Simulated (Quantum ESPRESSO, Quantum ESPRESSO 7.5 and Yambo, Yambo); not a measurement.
# InP (F-43m): G0W0 with and without spin-orbit coupling

Aim: spinor G0W0 for InP (F-43m) beside the scalar-relativistic result.

Program: Quantum ESPRESSO 7.5 and Yambo 5.3.0. Level of theory: PBE and many-body steps on it, plane waves. Results are calculated unless marked as measured.

The database entry behind the starting cell differs from later determinations by our own check (0.1 to 0.3 % short, probably kX units), so it need not match the best structure at ambient conditions.

**1. Set-up**

The structure is cubic, space group F-43m (No. 216). Conventional cell: a = 5.861 Å, b = 5.861 Å, c = 5.861 Å, α = 90.00°, β = 90.00°, γ = 90.00°. Nearest to In lie 4 P at 2.54 Å. Nearest to P lie 4 In at 2.54 Å. Farther neighbours are not listed.

The cell and positions come from the Crystallography Open Database and are kept as given unless a step says otherwise.

**2. Empty states on the mesh, 4×4×4 mesh, 140 bands**

This step: Quantum ESPRESSO 7.5; DFT, PBE, plane waves, norm-conserving pseudopotentials.

The sums over transitions need many empty states on a uniform mesh; this step solves for them.

Input file pw.in:

```
&control
  calculation = 'nscf'
  prefix = 'x'
  outdir = 'o'
  pseudo_dir = 'pseudo'
/
&system
  ibrav = 0
  nat = 2
  ntyp = 2
  ecutwfc = 62.0
  nbnd = 140
  force_symmorphic = .true.
/
&electrons
  conv_thr = 1e-9
  electron_maxstep = 80
  diago_full_acc = .true.
  diago_thr_init = 5e-6
/
ATOMIC_SPECIES
  In 114.82 In.upf
  P 30.974 P.upf
CELL_PARAMETERS angstrom
  -0.0000000000 2.9305000000 2.9305000000
  2.9305000000 -0.0000000000 2.9305000000
  2.9305000000 2.9305000000 -0.0000000000
ATOMIC_POSITIONS crystal
  In 0.0000000000 0.0000000000 0.0000000000
  P 0.2500000000 0.2500000000 0.2500000000
K_POINTS automatic
  4 4 4 0 0 0
```

On the command line:

```
OMP_NUM_THREADS=1 mpirun -n 4 pw.x -nk 4 -in pw.in > pw.out
```

Output:

```text
Program PWSCF v.7.5 starts

     This program is part of the open-source Quantum ESPRESSO suite
     for quantum simulation of materials; please cite
         "P. Giannozzi et al., J. Phys.:Condens. Matter 21 395502 (2009);
         "P. Giannozzi et al., J. Phys.:Condens. Matter 29 465901 (2017);
         "P. Giannozzi et al., J. Chem. Phys. 152 154105 (2020);
     in publications or presentations arising from this work. More details at

     Atomic positions and unit cell read from directory:
     o/x.save/

     Message from routine setup:
[...]
65.9107  66.1330  66.1330  67.2685  68.0625  68.0625  70.5456  70.5456
     [... 6 further rows ...]
    99.3315 100.8374 100.8374 103.0137 103.2509 103.2509 104.8487 104.8487
   104.9234 106.1111 106.3457 106.3457

          k = 0.3536 0.0000 0.0000 (  2826 PWs)   bands (ev):

     [... further k-points ...]

     highest occupied, lowest unoccupied level (ev):     7.1482    7.8576

     XML data file, pseudopotentials, collected wavefunctions

=------------------------------------------------------------------------------=
   JOB DONE.
=------------------------------------------------------------------------------=
```

Elapsed: 7.8 s, on 4 MPI ranks of Arm Neoverse V1, shared host; peak memory 0.32 GiB; 31 s of CPU time.

Numbers from this step:

```
gap                                                           : 0.7094 eV
k of the valence top                                          : 0, 0, 0
k of the conduction bottom                                    : 0, 0, 0
least direct gap                                              : 0.7094 eV
k points computed                                             : 8
lowest point of the top converged band, above the valence top : 98.7533 eV
```

On this mesh the gap is 0.709 eV.

The density comes from a self-consistent run that is not shown.

**3. Conversion and set-up**

This step: Yambo 5.3.0; conversion and set-up on PBE, plane waves, norm-conserving pseudopotentials.

The states are converted to the many-body program's format and the q mesh is built.

On the command line:

```
(cd o/x.save; p2y > p2y.log; mv SAVE ../..); yambo > setup.log
```

Output:

```text
 Yambo, version 5.3.0

 [02] CORE Variables Setup
 =========================

  [02.01] Unit cells
  ==================

  Cell kind             :  FCC
  Atoms in the cell     :  In  P
  number of In atoms    :  1
  number of P  atoms    :  1

  List of atomic masses
  Mass of In    :  114.8200
  Mass of P     :  30.97400

  List of atomic coordinates    : [cc]
  In1       :  0.000000  0.000000  0.000000  order 1
  P1       :  2.768921  2.768921  2.768921  order 2

  Alat factors          :  5.537842  5.537842  5.537842 [a.u.]
  Direct lattice volume :  339.6658 [a.u.]
[...]
==========================================

 IBZ Q-points                                      :   8
 BZ  Q-points                                      :   64

 K/Q-points units:
 rlu = crystal or reduced units; cc = cartesian coordinates; iku = interal k-units

 Q [1]          [rlu]:  0.000000  0.000000  0.000000
 Q [2]          [rlu]:  0.54193E-16  0.26437E-16  0.25000
 Q [3]          [rlu]: -0.10839E-15 -0.52875E-16 -0.50000
[...]
Q [7]          [rlu]: -0.17475E-18 -0.50000     -0.50000
 Q [8]          [rlu]:  0.250000 -0.500000 -0.250000

  [03.01] X indexes
  =================

   [03.01.01] Sigma indexes
   ========================

 [06] Game Over & Game summary
```

Run time: 2.4 s. Hardware: 1 MPI rank; peak memory 0.24 GiB.

**4. Scalar-relativistic**

Now the one-shot GW correction: screening in the RPA, then the self-energy of the levels asked for.

This step: G0W0 on PBE, plane waves, norm-conserving pseudopotentials.

Input file gw1.in:

```
HF_and_locXC
gw0
dyson
ppa
em1d
rim_cut
RandQpts= 1000000
RandGvec= 1 RL
EXXRLvcs= 62 Ry
VXCRLvcs= 248 Ry
Chimod= "HARTREE"
% BndsRnXp
 1 | 140 |
%
NGsBlkXp= 10.5 Ry
% LongDrXp
 1 | 1 | 1 |
%
% GbndRnge
 1 | 140 |
%
DysSolver= "n"
ExtendOut
PPAPntXp= 27.21138 eV
% QPkrange
 1 | 1 | 8 | 11 |
%
```

On the command line:

```
OMP_NUM_THREADS=1 mpirun -n 4 yambo -F gw1.in -J gw1 -C gw1 > gw1.log
```

Output:

```text
 Yambo, version 5.3.0

 [02] CORE Variables Setup
 =========================

  [... cell, symmetries and grids as in the set-up ...]

  [02.05] Energies & Occupations
  ==============================

  [X] === General ===
  [X] Electronic Temperature                        :  0.000000  0.000000 [eV K]
  [X] Bosonic    Temperature                        :  0.000000  0.000000 [eV K]
  [X] Finite Temperature mode                       : no
  [X] El. density                                   :  0.35762E+24 [cm-3]
  [X] Fermi Level                                   :  7.148157 [eV]

  [X] === Gaps and Widths ===
  [X] Conduction Band Min                           :  0.709393 [eV]
  [X] Valence Band Max                              :  0.000000 [eV]
  [X] Filled Bands                                  :   9
  [X] Empty Bands                                   :   10  140
  [X] Direct Gap                                    :  0.709393 [eV]
  [X] Direct Gap localized at k                     :  1
  [X] Indirect Gap                                  :  0.709393 [eV]
  [X] Indirect Gap between kpts                     :  1  1
  [X] Last valence band width                       :  2.910625 [eV]
  [X] 1st conduction band width                     :  3.585714 [eV]

 [03] Transferred momenta grid and indexing
 ==========================================

 IBZ Q-points                                      :   8
 BZ  Q-points                                      :   64

 K/Q-points units:
 rlu = crystal or reduced units; cc = cartesian coordinates; iku = interal k-units

 Q [1]          [rlu]:  0.000000  0.000000  0.000000
 Q [2]          [rlu]:  0.54193E-16  0.26437E-16  0.25000
 Q [3]          [rlu]: -0.10839E-15 -0.52875E-16 -0.50000
 Q [4]          [rlu]:  0.87374E-19  0.25000      0.25000
 Q [5]          [rlu]:  0.23853E-16  0.25000      0.50000
 Q [6]          [rlu]:  0.44978E-16  0.25000     -0.25000
 Q [7]          [rlu]: -0.17475E-18 -0.50000     -0.50000
 Q [8]          [rlu]:  0.250000 -0.500000 -0.250000

 [04] Coloumb potential Random Integration (RIM)
 ===============================================

  [04.01] RIM initialization
  ==========================

  * Diagonal components only detected *

  8 x (sBL volume)        :  0.091285 [a.u.]
  sBZ random points       :  1000000
  Points outside the sBZ  :   7999624
  RL volume               :  0.730277 [a.u.]
  Integrated volume       :  0.730312 [a.u.]

  [04.02] RIM integrals
  =====================

  Gamma point sphere radius             :  0.081674 [a.u.]
  Points outside the sphere             :   799635
  [Int_sBZ(q=0) 1/q^2]*(Vol_sBZ)^(-1/3) =:  7.763403
                                 should be <:  7.795600

  Summary of Coulomb integrals for non-metallic bands |Q|[au] RIM/Bare

  Q [1] 0.100000E-4 0.995870 * Q [2] 0.245646 1.064378
  Q [4] 0.283648 1.062979 * Q [6] 0.401138 1.025806
  Q [5] 0.470377 1.018843 * Q [3] 0.491292 1.016674
  Q [7] 0.567295 1.013309 * Q [8] 0.634256 1.010147

 [05] Dipoles
 ============

  [05.01] Setup: observables and procedures
  =========================================

 [06] Dynamic Dielectric Matrix (PPA)
 ====================================

 [WR./gw1//ndb.pp]---------------------------------------------------------------
  Brillouin Zone Q/K grids (IBZ/BZ)                :    8   64    8   64
  RL vectors                                       :   3479 [WF]
  Coulomb cutoff potential                         : none
  Electronic Temperature                           :  0.000000 [K]
  Bosonic    Temperature                           :  0.000000 [K]
  PPA    diel. fun.  energies                      : Perdew, Burke & Ernzerhof(X)+Perdew, Burke & Ernzerhof(C)
  wavefunctions                                    : Perdew, Burke & Ernzerhof(X)+Perdew, Burke & Ernzerhof(C)
  Global Gauge                                     : length
  X matrix size                                    :  181
  X band range                                     :    1  140
  X e/h energy range                               : -1.000000 -1.000000 [eV]
  X Time ordering                                  : R
  X Hxc Kernel                                     : HARTREE
  X Drude frequency                                :  0.000000  0.000000
  X poles                                          :  100.0000 [o/o]
  RL vectors in the sum                            :   3479
  [r,Vnl] included                                 : yes
  Field direction                                  :  0.577350E-5  0.577350E-5  0.577350E-5
  BZ energy Double Grid                            : no
  BZ energy DbGd points                            : 0
  BZ Q point size factor                           : -1.000000
  X Optical Averaged directions                    : none

 [07] Local Exchange-Correlation + Non-Local Fock
 ================================================

 [VXC] Plane waves :  22227
 [EXS] Plane waves :  2837

 QP @ state[ 1 ] K range:  1  1
 QP @ state[ 1 ] b range:   8  11

 [xc] Functional : Perdew, Burke & Ernzerhof(X)+Perdew, Burke & Ernzerhof(C)
 [xc] LIBXC used to calculate xc functional
  PP Number of Atomic Species                      :  2
  NLCC RL compoments                               :  22227
  PP Number of Atomic Species                      :  2
  NLCC RL compoments                               :  22227

 [xc] E_xc :  -9.123540 [Ha]
      E_xc :  -18.24708 [Ry]

  Local XC kind (lXC) : Perdew, Burke & Ernzerhof(X)+Perdew, Burke & Ernzerhof(C)
  Non-Local XC kind (nlXC) : Hartree-Fock

  Corrections @ K [1] :  [eV]
 <8|nlXC|8> = -14.09351 -0.15194E-16 <8|lXC|8> = -12.52831  0.94408E-16
 <9|nlXC|9> = -14.09361 -0.65201E-17 <9|lXC|9> = -12.52831  0.18882E-15
 <10|nlXC|10> = -7.566941 -0.18861E-17 <10|lXC|10> = -11.29083 -0.18882E-15
 <11|nlXC|11> = -6.418673 -0.16979E-17 <11|lXC|11> = -10.21593  0.47204E-16

 [08] Dyson equation: Newton solver
 ==================================

  [08.01] G0W0 (W PPA)
  ====================

  [  GW  ] Bands range     :    1  140
  [GW/PPA] G damping       :  0.100000 [eV]

  QP @ state[ 1 ] K range:  1  1
  QP @ state[ 1 ] b range:   8  11

   Sc/G bands                                       :    1  140
   Sc/G damping                                     :  0.100000 ev
   Sc bands terminator                              : no
   Sx RL components                                 :  2837

   QP @ state[ 1 ] K range                          :  1  1
   QP @ state[ 1 ] b range                          :   8  11
   GF energies kind                                 : Perdew, Burke & Ernzerhof(X)+Perdew, Burke & Ernzerhof(C)
   GF WF`s kind                                     : Perdew, Burke & Ernzerhof(X)+Perdew, Burke & Ernzerhof(C)
   Xs energies kind                                 : Perdew, Burke & Ernzerhof(X)+Perdew, Burke & Ernzerhof(C)
   Xs WF`s kind                                     : Perdew, Burke & Ernzerhof(X)+Perdew, Burke & Ernzerhof(C)

 [11] Game Over & Game summary
```

It took 51 s on 4 MPI ranks; peak memory 1.4 GiB.

Numbers from this step:

```yaml
g0w0_gap_on_the_points_computed: 1.053 eV
starting_gap_on_the_mesh: 0.7094 eV
k_of_the_valence_top: 0, 0, 0
k_of_the_conduction_bottom: 0, 0, 0
least_direct_g0w0_gap_on_the_computed_points: 1.053 eV
z_at_the_valence_top: 0.7821
z_at_the_conduction_bottom: 0.7939
```

The gap on the mesh goes from 0.71 eV to 1.05 eV, a correction of +0.34 eV.

**5. Empty states on the mesh, 4×4×4 mesh, 280 bands**

This step: Quantum ESPRESSO 7.5; DFT, PBE with spin-orbit coupling, plane waves, norm-conserving pseudopotentials.

Edit pw.in of step 2 so:

```diff
@@ -11,4 +11,6 @@
   ecutwfc = 62.0
-  nbnd = 140
+  nbnd = 280
   force_symmorphic = .true.
+  noncolin = .true.
+  lspinorb = .true.
 /
```

On the command line:

```
OMP_NUM_THREADS=1 mpirun -n 4 pw.x -nk 4 -in pw.in > pw.out
```

Output:

```text
[banner, memory and clock lines left out]
Program PWSCF v.7.5 starts

     Atomic positions and unit cell read from directory:
     o/x.save/

     Message from routine setup:
     using ibrav=0 with symmetry is DISCOURAGED, use correct ibrav instead

     G-vector sticks info

     bravais-lattice index     =            0
     lattice parameter (alat)  =       7.8317  a.u.
     unit-cell volume          =     339.6658 (a.u.)^3
     number of atoms/cell      =            2
     number of atomic types    =            2
     number of electrons       =        18.00
[...]
[... 23 further rows ...]
[...]
k = 0.1768 0.1768-0.1768 (  2794 PWs)   bands (ev):

[...]
[... 23 further rows ...]
[...]
k =-0.3536-0.3536 0.3536 (  2788 PWs)   bands (ev):

[...]
[... 23 further rows ...]
   103.2454 103.2454 103.2565 103.2565 104.8362 104.8362 104.8637 104.8637
   104.9305 104.9305 106.1122 106.1122 106.3407 106.3408 106.3494 106.3494

          k = 0.3536 0.0000 0.0000 (  2826 PWs)   bands (ev):

     [... further k-points ...]

     highest occupied, lowest unoccupied level (ev):     7.1818    7.8640

     XML data file, pseudopotentials, collected wavefunctions
```

It took 48 s on 4 MPI ranks; peak memory 0.75 GiB; 3.2 min of CPU time.

Numbers from this step:

| Item | Value |
| --- | --- |
| gap | 0.6821 eV |
| k of the valence top | 0, 0, 0 |
| k of the conduction bottom | 0, 0, 0 |
| least direct gap | 0.6821 eV |
| k points computed | 8 |
| lowest point of the top converged band, above the valence top | 98.7211 eV |

On this mesh the gap is 0.682 eV.

The density comes from a self-consistent run that is not shown, made with spin-orbit coupling and fully relativistic files.

(Continued in part 2 of 2.)

[Paths, hosts, dates, memory and timing lines, banners, echoed tables and standing remarks are left out of the program output.]

[Logs are printed without paths, hosts, clocks, repeated set-up lines and the standing remarks that a program may print on its own settings, such as how far it seeks lower states.]

[Runs of the session that timed out or met a known fault of the program may be left out.]

[Hosts, paths, dates, database ids (printed as entryN), source tags and the programs' standing remarks are cut or masked in the printed files.]
